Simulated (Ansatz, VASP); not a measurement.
CaF2 in VASP and in Ansatz

Contents of INCAR:

```
PREC = Accurate
ENCUT = 600
EDIFF = 1E-7
ISMEAR = 0
SIGMA = 0.02
LREAL = F
LASPH = T
NELM = 80
ALGO = Fast
ISIF = 3
LWAVE = F
LCHARG = F
GGA = PE
IBRION = 2
NSW = 100
EDIFFG = -0.01
```

Contents of KPOINTS:

```
Automatic mesh
0
Gamma
  8 8 8
```

POSCAR

```
CaF2
1.0
    0.0000000000      2.7580258800      2.7580258800
    2.7580258800      0.0000000000      2.7580258800
    2.7580258800      2.7580258800      0.0000000000
Ca F
1 2
Direct
    0.0000000000      0.0000000000      0.0000000000
    0.7500000000      0.7500000000      0.7500000000
    0.2500000000      0.2500000000      0.2500000000
```

Input for Ansatz:

```yaml
crystal:
  lattice:
    - [0.0, 2.75802588, 2.75802588]
    - [2.75802588, 0.0, 2.75802588]
    - [2.75802588, 2.75802588, 0.0]
  atoms:
    - { symbol: Ca, position: [0.0, 0.0, 0.0] }
    - { symbol: F, position: [0.75, 0.75, 0.75] }
    - { symbol: F, position: [0.25, 0.25, 0.25] }
basis:
  ecutwfc: 420
kpoints:
  mp_grid: { grid: [8, 8, 8] }
hamiltonian:
  xc: pbe
scf:
  occupations: { method: gaussian, width: 0.02 }
output:
  forces: true
  stress: true
  eigenvalues: true
relax:
  adjacent_minimum: "off"
  f_tol: 0.01
  max_steps: 80
  cell: { stress_tol: 0.05 }
```

Alike in both runs: task relaxation of cell and atoms; functional PBE; k mesh 8 × 8 × 8; occupations gaussian, width 0.02 eV; no spin polarisation.

|  | VASP | Ansatz |
| --- | --- | --- |
| version | VASP 6.6.1 | Ansatz 0.2.0 |
| potentials or method | VASP PAW PBE potentials, release 64 (Ca_sv, F) | scalar-relativistic, plane waves, PAW |
| plane-wave cutoff (eV) | 600 | 420 |
| valence electrons in the cell | 24 | 24 |

Ansatz gave:

```
gap on the k mesh at the Fermi level, each at its own relaxed structure (eV) : 7.14
relaxed volume (Å³/atom)                                                     : 13.95
relaxed cell length with the largest relative difference (Å)                 : 3.897
```

What did VASP give for the same quantities?

gap on the k mesh at the Fermi level, each at its own relaxed structure (eV): 7.12; relaxed volume (Å³/atom): 13.96; relaxed cell length with the largest relative difference (Å): 3.898.

A k mesh can miss the band edges.
